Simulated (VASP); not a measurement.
Te2Mo:

```
Te Mo
1.0
     3.51820    0.00000    0.00000
    -1.75910    3.04685    0.00000
     0.00000    0.00000   13.97360
Te Mo
4 2
Cartesian
  0.0000 2.0312 8.6776
  1.7591 1.0156 1.6908
  0.0000 2.0312 12.2828
  1.7591 1.0156 5.2960
  0.0000 2.0312 3.4934
  1.7591 1.0156 10.4802
```

| Item | Value |
| --- | --- |
| Program | VASP 6.6.1 |
| Task | relaxation of cell and atoms |
| Functional | rev-vdW-DF2 |
| Potentials or basis | VASP PAW PBE potentials, release 64 (Te, Mo_sv) |
| Cutoff | 600 eV |
| k mesh | 9 × 9 × 2 |
| Occupations | gaussian, width 0.03 eV |
| Spin | no spin polarisation |

At the start: pressure 1.7 GPa; volume 24.96 Å³/atom.

How do energy, volume and symmetry change on relaxing?

Over 7 steps the energy falls by 2.2 meV/atom and the volume is 25.31 Å³/atom (+1.4 %); space group P6_3/mmc (No. 194, to 0.05 Å).

The path:
```
step  energy change (eV)  largest force (eV/Å)  pressure (GPa)  volume (Å³)
   1              0.0000                0.2480            1.66       149.79
   2              0.0253                0.4388           -2.60       155.47
   3             -0.0132                0.0183            0.02       151.85
   4             -0.0132                0.0130            0.00       151.81
   5             -0.0099                0.1142            0.85       150.80
   6             -0.0132                0.0083            0.09       151.77
   7             -0.0133                0.0020            0.06       151.88
```

Final structure:
```cif
data_structure
_symmetry_space_group_name_H-M 'P 1'
_symmetry_Int_Tables_number 1
_cell_length_a 3.5333
_cell_length_b 3.5333
_cell_length_c 14.0482
_cell_angle_alpha 90.000
_cell_angle_beta 90.000
_cell_angle_gamma 120.000
_cell_volume 151.88
loop_
_atom_site_label
_atom_site_type_symbol
_atom_site_fract_x
_atom_site_fract_y
_atom_site_fract_z
_atom_site_occupancy
Te1 Te 0.33333 0.66667 0.62074 1
Te2 Te 0.66667 0.33333 0.12074 1
Te3 Te 0.33333 0.66667 0.87926 1
Te4 Te 0.66667 0.33333 0.37926 1
Mo1 Mo 0.33333 0.66667 0.25000 1
Mo2 Mo 0.66667 0.33333 0.75000 1
```

Caveat: the PAW data sets were made with another functional, which shifts forces and pressure a little.
